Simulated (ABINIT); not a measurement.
# TePb (Fm-3m) in ABINIT: a series of runs

The runs below take TePb through band structure, with HLE16, revPBE.

Program: ABINIT 10.8.3 (patched build). These are calculated values, not measurements. Logs are shortened: lines on timing, memory, paths and dates and some standing lists are left out, and cuts for length are marked. The log counts tension as positive stress, the text compression.

## (1) The structure

Symmetry: Fm-3m, No. 225, cubic system. Conventional cell: a = 6.462 Å, b = 6.462 Å, c = 6.462 Å, α = 90.00°, β = 90.00°, γ = 90.00°. Pb (site symmetry m-3m) is surrounded by 6 Te at 3.23 Å. Te (site symmetry m-3m) has 6 Pb at 3.23 Å as nearest neighbours.

## (2) Band structure, HLE16

File run.abi:

```
# Datasets: ground state, then fixed potential
ndtset 2

# Pseudopotentials
pp_dirpath "./"
pseudos "Pb.GGA_PBE-JTH.xml, Te.GGA_PBE-JTH.xml"

# Structure
acell 4.56932402 4.56932402 4.56932402 Angstrom
rprim
     0.0000000000     0.7071067812     0.7071067812
     0.7071067812     0.0000000000     0.7071067812
     0.7071067812     0.7071067812     0.0000000000
ntypat 2
znucl 82 52
natom 2
typat 1 2
xcart
     0.0000000000     0.0000000000     0.0000000000
     3.2310000000     3.2310000000     3.2310000000 Angstrom

# Plane-wave basis
ecut 17.0
pawecutdg 34.0

# Exchange and correlation
ixc -545

# Bands and occupations
occopt 3
tsmear 0.05 eV

# SCF cycle
nstep 100

# Output
iomode 3
prtwf 0
prteig 0
prtebands 0
prtden1 1

# Dataset 1
kptopt1 1
ngkpt1 7 7 7
nshiftk1 1
shiftk1 0.0 0.0 0.0
nband1 14
tolvrs1 1.0e-9

# Dataset 2: bands along G-X-W-K-G-L-U-W-L-K
iscf2 -2
getden2 1
nband2 18
nbdbuf2 2
tolwfr2 1.0e-12
kptopt2 -9
ndivsm2 6
prteig2 1
prtvol2 -3
kptbounds2
     0.0000000000     0.0000000000     0.0000000000
     0.5000000000     0.0000000000     0.5000000000
     0.5000000000     0.2500000000     0.7500000000
     0.3750000000     0.3750000000     0.7500000000
     0.0000000000     0.0000000000     0.0000000000
     0.5000000000     0.5000000000     0.5000000000
     0.6250000000     0.2500000000     0.6250000000
     0.5000000000     0.2500000000     0.7500000000
     0.5000000000     0.5000000000     0.5000000000
     0.3750000000     0.3750000000     0.7500000000
```

Potentials or basis: JTH PAW PBE v2.0.

The run is started by

```bash
abinit run.abi > log 2>&1
```

run.abo:

```text
.Version 10.8.3 of ABINIT
 DATASET    1 : space group Fm -3 m (#225); Bravais cF (face-center cubic)
================================================================================
 Values of the parameters that define the memory need for DATASET  1.
     intxc =       0    ionmov =       0      iscf =       7    lmnmax =      18
     lnmax =       6     mgfft =      36  mpssoang =       3    mqgrid =    3001
     natom =       2  nloc_mem =       2    nspden =       1   nspinor =       1
    nsppol =       1      nsym =      48    n1xccc =       1    ntypat =       2
    occopt =       3   xclevel =       2
       mpw =        1541          nfft =       46656          nkpt =          20
 PAW method is used; the additional fine FFT grid is defined by:
   mgfftf=        48    nfftf =    110592
================================================================================
================================================================================

 DATASET    2 : space group Fm -3 m (#225); Bravais cF (face-center cubic)
================================================================================
 Values of the parameters that define the memory need for DATASET  2.
     intxc =       0    ionmov =       0      iscf =      -2    lmnmax =      18
     lnmax =       6     mgfft =      36  mpssoang =       3    mqgrid =    3001
     natom =       2  nloc_mem =       2    nspden =       1   nspinor =       1
    nsppol =       1      nsym =      48    n1xccc =       1    ntypat =       2
    occopt =       3   xclevel =       2
       mpw =        1544          nfft =       46656          nkpt =         103
 PAW method is used; the additional fine FFT grid is defined by:
   mgfftf=        48    nfftf =    110592
================================================================================
================================================================================

--------------------------------------------------------------------------------
------------- Echo of variables that govern the present computation ------------
--------------------------------------------------------------------------------
 -outvars: echo values of preprocessed input variables --------
            acell      8.6347709783E+00  8.6347709783E+00  8.6347709783E+00 Bohr
              amu      2.07200000E+02  1.27600000E+02
             ecut      1.70000000E+01 Hartree
           getden1          0
           getden2          1
             iscf1          7
             iscf2         -2
              ixc        -545
           jdtset        1    2
           kptopt1          1
           kptopt2         -9
         kptrlatt        7    0    0      0    7    0      0    0    7
          kptrlen1     6.04433968E+01
          kptrlen2     3.00000000E+01
            natom           2
            nband1         14
            nband2         18
           nbdbuf1          0
           nbdbuf2          2
           ndtset           2
           ndivsm1          0
           ndivsm2          6
            ngfft          36      36      36
          ngfftdg          48      48      48
             nkpt1         20
             nkpt2        103
            nstep         100
             nsym          48
           ntypat           2
           occopt           3
        pawecutdg      3.40000000E+01 Hartree
         pawxcdev           0
        prtebands           0
           prteig1          0
           prteig2          1
           prtvol1          0
           prtvol2         -3
            prtwf           0
            rprim      0.0000000000E+00  7.0710678120E-01  7.0710678120E-01
                       7.0710678120E-01  0.0000000000E+00  7.0710678120E-01
                       7.0710678120E-01  7.0710678120E-01  0.0000000000E+00
           shiftk1     0.00000000E+00  0.00000000E+00  0.00000000E+00
           shiftk2     5.00000000E-01  5.00000000E-01  5.00000000E-01
          spgroup         225
           tolvrs1     1.00000000E-09
           tolvrs2     0.00000000E+00
           tolwfr1     0.00000000E+00
           tolwfr2     1.00000000E-12
           tsmear      1.83746611E-03 Hartree
[... 256 lines left out ...]

 getcut: wavevector=  0.0000  0.0000  0.0000  ngfft=  48  48  48
         ecut(hartree)=     34.000   => boxcut(ratio)=   2.11780
--------------------------------------------------------------------------------

================================================================================
 Non-SCF case, kpt    1 (  0.00000  0.00000  0.00000), residuals and eigenvalues=
  7.94E-13  2.01E-13  9.70E-13  5.27E-13  3.57E-13  6.91E-13  4.57E-13  5.58E-13
  2.08E-13  3.27E-13  5.82E-13  6.55E-13  8.06E-13  3.36E-13  4.83E-13  8.81E-13
  9.01E-06  4.31E-10
 -8.5823E-01 -8.5823E-01 -8.5823E-01 -8.5751E-01 -8.5751E-01 -5.5951E-01
 -3.4866E-01 -1.6282E-01 -1.6282E-01 -1.6282E-01  4.6837E-02  4.6837E-02
  4.6837E-02  1.3948E-01  1.3948E-01  1.3948E-01  2.0639E-01  2.0790E-01
 Non-SCF case, kpt    2 (  0.02941  0.00000  0.02941), residuals and eigenvalues=
  6.14E-13  7.52E-13  5.33E-13  9.54E-13  7.85E-13  4.55E-13  9.99E-13  7.10E-13
  5.29E-13  5.38E-13  7.65E-13  7.64E-13  4.92E-13  7.92E-13  5.87E-13  9.86E-13
  1.75E-05  8.52E-05
[... 696 lines left out ...]
 Non-SCF case, kpt  102 (  0.38750  0.38750  0.72500), residuals and eigenvalues=
  4.17E-13  2.08E-13  8.48E-13  2.04E-13  7.21E-13  6.29E-13  2.10E-13  8.84E-13
  7.81E-13  9.61E-13  3.65E-13  7.59E-13  4.49E-13  6.70E-13  8.06E-13  5.05E-13
  1.64E-09  1.42E-04
 -8.5827E-01 -8.5802E-01 -8.5798E-01 -8.5795E-01 -8.5752E-01 -5.0686E-01
 -4.2138E-01 -2.4283E-01 -1.8710E-01 -1.7892E-01  1.8618E-02  2.0623E-02
  9.9025E-02  1.2898E-01  2.4905E-01  2.6107E-01  3.2174E-01  3.7926E-01
 Non-SCF case, kpt  103 (  0.37500  0.37500  0.75000), residuals and eigenvalues=
  7.86E-13  8.26E-13  9.23E-13  3.37E-13  7.11E-13  1.67E-13  8.18E-13  4.55E-13
  6.52E-13  4.70E-13  5.86E-13  4.77E-13  9.00E-13  4.71E-13  6.18E-13  9.49E-13
  4.22E-09  1.90E-05
 -8.5829E-01 -8.5806E-01 -8.5798E-01 -8.5794E-01 -8.5751E-01 -5.0670E-01
 -4.1906E-01 -2.4659E-01 -1.9058E-01 -1.8345E-01  2.6824E-02  2.9274E-02
  1.0537E-01  1.1865E-01  2.5778E-01  2.6858E-01  3.2572E-01  3.6739E-01

--- !ResultsGS
iteration_state: {dtset: 2, }
comment   : Summary of ground state results
lattice_vectors:
- [  0.0000000,   6.1057051,   6.1057051, ]
- [  6.1057051,   0.0000000,   6.1057051, ]
- [  6.1057051,   6.1057051,   0.0000000, ]
lattice_lengths: [   8.63477,    8.63477,    8.63477, ]
lattice_angles: [ 60.000,  60.000,  60.000, ] # degrees, (23, 13, 12)
lattice_volume:   4.5523692E+02
convergence: {deltae:  0.000E+00, res2:  0.000E+00, residm:  9.999E-13, diffor:  0.000E+00, }
etotal    :  -7.35024011E+01
entropy   :   0.00000000E+00
fermie    :  -8.99362412E-02
cartesian_stress_tensor: null
pressure_GPa: null
xred      :
- [  0.0000E+00,   0.0000E+00,   0.0000E+00, Pb]
- [  5.0000E-01,   5.0000E-01,   5.0000E-01, Te]
cartesian_forces: null
force_length_stats: {min: null, max: null, mean: null, }
...

 Integrated electronic density in atomic spheres:
 ------------------------------------------------
 Atom  Sphere_radius  Integrated_density
    1        2.40264         11.51731392
    2        2.31107          3.51880208

================================================================================

 ----iterations are completed or convergence reached----

 Mean square residual over all n,k,spin=   59.602E-14; max=  99.987E-14
 reduced coordinates (array xred) for    2 atoms
       0.000000000000      0.000000000000      0.000000000000
       0.500000000000      0.500000000000      0.500000000000

 cartesian coordinates (angstrom) at end:
    1      0.00000000000000     0.00000000000000     0.00000000000000
    2      3.23100000004204     3.23100000004204     3.23100000004204
 length scales=  8.634770978332  8.634770978332  8.634770978332 bohr
              =  4.569324020000  4.569324020000  4.569324020000 angstroms
 Eigenvalues (hartree) for nkpt= 103  k points:
 kpt#   1, nband= 18, wtk=  1.00000, kpt=  0.0000  0.0000  0.0000 (reduced coord)
  -0.85823   -0.85823   -0.85823   -0.85751   -0.85751   -0.55951   -0.34866   -0.16282
  -0.16282   -0.16282    0.04684    0.04684    0.04684    0.13948    0.13948    0.13948
   0.20639    0.20790
 kpt#   2, nband= 18, wtk=  1.00000, kpt=  0.0294  0.0000  0.0294 (reduced coord)
  -0.85823   -0.85822   -0.85822   -0.85751   -0.85751   -0.55918   -0.34961   -0.16328
  -0.16328   -0.16118    0.04132    0.04682    0.04682    0.13786    0.14117    0.14117
   0.20737    0.20890
 kpt#   3, nband= 18, wtk=  1.00000, kpt=  0.0588  0.0000  0.0588 (reduced coord)
  -0.85823   -0.85821   -0.85821   -0.85753   -0.85750   -0.55820   -0.35233   -0.16461
  -0.16461   -0.15649    0.02717    0.04684    0.04684    0.13342    0.14612    0.14612
   0.20827    0.20935
 kpt#   4, nband= 18, wtk=  1.00000, kpt=  0.0882  0.0000  0.0882 (reduced coord)
  -0.85824   -0.85821   -0.85821   -0.85759   -0.85750   -0.55658   -0.35648   -0.16675
  -0.16675   -0.14948    0.00885    0.04710    0.04710    0.12710    0.15405    0.15405
   0.21021    0.21115
 kpt#   5, nband= 18, wtk=  1.00000, kpt=  0.1176  0.0000  0.1176 (reduced coord)
[... 381 lines left out ...]
  -0.17830   -0.16778   -0.00092    0.00134    0.07159    0.15328    0.23603    0.25290
   0.32582    0.38441
 kpt# 101, nband= 18, wtk=  1.00000, kpt=  0.4000  0.4000  0.7000 (reduced coord)
  -0.85825   -0.85803   -0.85797   -0.85795   -0.85754   -0.50754   -0.42375   -0.23636
  -0.18298   -0.17368    0.00930    0.01124    0.08746    0.14056    0.24138    0.25586
   0.32287    0.38572
 kpt# 102, nband= 18, wtk=  1.00000, kpt=  0.3875  0.3875  0.7250 (reduced coord)
  -0.85827   -0.85802   -0.85798   -0.85795   -0.85752   -0.50686   -0.42138   -0.24283
  -0.18710   -0.17892    0.01862    0.02062    0.09903    0.12898    0.24905    0.26107
   0.32174    0.37926
 kpt# 103, nband= 18, wtk=  1.00000, kpt=  0.3750  0.3750  0.7500 (reduced coord)
  -0.85829   -0.85806   -0.85798   -0.85794   -0.85751   -0.50670   -0.41906   -0.24659
  -0.19058   -0.18345    0.02682    0.02927    0.10537    0.11865    0.25778    0.26858
   0.32572    0.36739

== END DATASET(S) ==============================================================
================================================================================

 -outvars: echo values of variables after computation  --------
            acell      8.6347709783E+00  8.6347709783E+00  8.6347709783E+00 Bohr
           etotal1    -7.3502401062E+01
            fcart1    -0.0000000000E+00 -0.0000000000E+00 -0.0000000000E+00
                      -0.0000000000E+00 -0.0000000000E+00 -0.0000000000E+00
            rprim      0.0000000000E+00  7.0710678120E-01  7.0710678120E-01
                       7.0710678120E-01  0.0000000000E+00  7.0710678120E-01
                       7.0710678120E-01  7.0710678120E-01  0.0000000000E+00
           strten1     1.5975725911E-04  1.5975725911E-04  1.5975725911E-04
                       0.0000000000E+00  0.0000000000E+00  0.0000000000E+00
           xangst      0.0000000000E+00  0.0000000000E+00  0.0000000000E+00
                       3.2310000000E+00  3.2310000000E+00  3.2310000000E+00
             xred      0.0000000000E+00  0.0000000000E+00  0.0000000000E+00
                       5.0000000000E-01  5.0000000000E-01  5.0000000000E-01
 Calculation completed.
```

Run time: 1.8 min. Hardware: 1 thread of Arm Neoverse V2, shared host; peak memory 0.15 GiB.

Results:

- Free energy: -2000.1022 eV
- Valence electrons inside the program's atomic spheres: Pb 11.52; Te 3.52

Levels at the corners of the path, in eV from the Fermi level:
| point | band 6 | band 7 | band 8 | band 9 | band 10 | band 11 | band 12 | band 13 | band 14 | band 15 |
| --- | --- | --- | --- | --- | --- | --- | --- | --- | --- | --- |
| Γ | -12.78 | -7.04 | -1.98 | -1.98 | -1.98 | 3.72 | 3.72 | 3.72 | 6.24 | 6.24 |
| X | -11.43 | -8.46 | -4.59 | -3.19 | -3.19 | 4.07 | 4.83 | 4.83 | 5.87 | 10.17 |
| W | -11.29 | -8.98 | -3.98 | -3.98 | -1.19 | 1.43 | 4.97 | 4.97 | 7.04 | 7.04 |
| K | -11.34 | -8.96 | -4.26 | -2.74 | -2.54 | 3.18 | 3.24 | 5.31 | 5.68 | 9.46 |
| Γ | -12.78 | -7.04 | -1.98 | -1.98 | -1.98 | 3.72 | 3.72 | 3.72 | 6.24 | 6.24 |
| L | -11.56 | -9.43 | -1.61 | -1.61 | -0.83 | 0.76 | 1.11 | 1.11 | 9.14 | 9.70 |
| U | -11.34 | -8.96 | -4.26 | -2.74 | -2.54 | 3.18 | 3.24 | 5.31 | 5.68 | 9.46 |
| W | -11.29 | -8.98 | -3.98 | -3.98 | -1.19 | 1.43 | 4.97 | 4.97 | 7.04 | 7.04 |
| L | -11.56 | -9.43 | -1.61 | -1.61 | -0.83 | 0.76 | 1.11 | 1.11 | 9.14 | 9.70 |
| K | -11.34 | -8.96 | -4.26 | -2.74 | -2.54 | 3.18 | 3.24 | 5.31 | 5.68 | 9.46 |

Caveat: the cutoff is too short for stress, so the log's stress isn't used; the potentials were made for a functional far from this one; this odd mesh misses L, where the gap lies, so gap, dielectric constants and Born charges aren't listed; the potentials were made for another functional, which shifts forces and pressure; spin-orbit coupling is left out, which moves the levels of the heavy elements.

## (3) Band structure, revPBE

run.abi: that of step 2 with these lines changed.

```diff
@@ -1,5 +1,3 @@
-# Datasets: ground state, then fixed potential
 ndtset 2
 
-# Pseudopotentials
 pp_dirpath "./"
@@ -7,3 +5,2 @@
 
-# Structure
 acell 4.56932402 4.56932402 4.56932402 Angstrom
@@ -17,7 +14,6 @@
 typat 1 2
-xcart
+xred
      0.0000000000     0.0000000000     0.0000000000
-     3.2310000000     3.2310000000     3.2310000000 Angstrom
+     0.5000000000     0.5000000000     0.5000000000
 
-# Plane-wave basis
 ecut 17.0
@@ -25,13 +21,9 @@
 
-# Exchange and correlation
-ixc -545
+ixc 14
 
-# Bands and occupations
 occopt 3
-tsmear 0.05 eV
+tsmear 0.00183747
 
-# SCF cycle
 nstep 100
 
-# Output
 iomode 3
@@ -42,3 +34,2 @@
 
-# Dataset 1
 kptopt1 1
@@ -50,3 +41,2 @@
 
-# Dataset 2: bands along G-X-W-K-G-L-U-W-L-K
 iscf2 -2
@@ -57,3 +47,3 @@
 kptopt2 -9
-ndivsm2 6
+ndivsm2 8
 prteig2 1
```

Potentials or basis: JTH PAW PBE v2.0.

The run is started by

```bash
abinit run.abi > log 2>&1
```

It took 2 min on 1 thread of Arm Neoverse V2, shared host; peak memory 0.17 GiB.

Results (log left out):

```
Free energy                                           : -1890.2506 eV
Valence electrons inside the program's atomic spheres : Pb 11.34; Te 3.15
```

Levels at the corners of the path, in eV from the Fermi level:
| point | band 6 | band 7 | band 8 | band 9 | band 10 | band 11 | band 12 | band 13 | band 14 | band 15 |
| --- | --- | --- | --- | --- | --- | --- | --- | --- | --- | --- |
| Γ | -12.44 | -6.01 | -1.79 | -1.79 | -1.79 | 3.75 | 3.75 | 3.75 | 5.45 | 5.45 |
| X | -10.76 | -7.73 | -4.92 | -3.23 | -3.23 | 2.92 | 5.11 | 5.11 | 6.30 | 10.04 |
| W | -10.61 | -8.41 | -4.21 | -4.21 | -0.80 | 1.27 | 4.84 | 4.84 | 6.54 | 6.54 |
| K | -10.67 | -8.39 | -4.54 | -2.73 | -2.51 | 3.17 | 3.38 | 4.81 | 5.54 | 8.66 |
| Γ | -12.44 | -6.01 | -1.79 | -1.79 | -1.79 | 3.75 | 3.75 | 3.75 | 5.45 | 5.45 |
| L | -11.01 | -9.00 | -1.33 | -1.33 | -0.42 | 0.34 | 0.84 | 0.84 | 8.15 | 8.95 |
| U | -10.67 | -8.39 | -4.54 | -2.73 | -2.51 | 3.17 | 3.38 | 4.81 | 5.54 | 8.66 |
| W | -10.61 | -8.41 | -4.21 | -4.21 | -0.80 | 1.27 | 4.84 | 4.84 | 6.54 | 6.54 |
| L | -11.01 | -9.00 | -1.33 | -1.33 | -0.42 | 0.34 | 0.84 | 0.84 | 8.15 | 8.95 |
| K | -10.67 | -8.39 | -4.54 | -2.73 | -2.51 | 3.17 | 3.38 | 4.81 | 5.54 | 8.66 |

Caveat: the cutoff is too short for stress, so the log's stress isn't used; this odd mesh misses L, where the gap lies, so gap, dielectric constants and Born charges aren't listed; the PAW data sets were made with another functional, which shifts forces and pressure a little; spin-orbit coupling is left out, which moves the levels of the heavy elements.
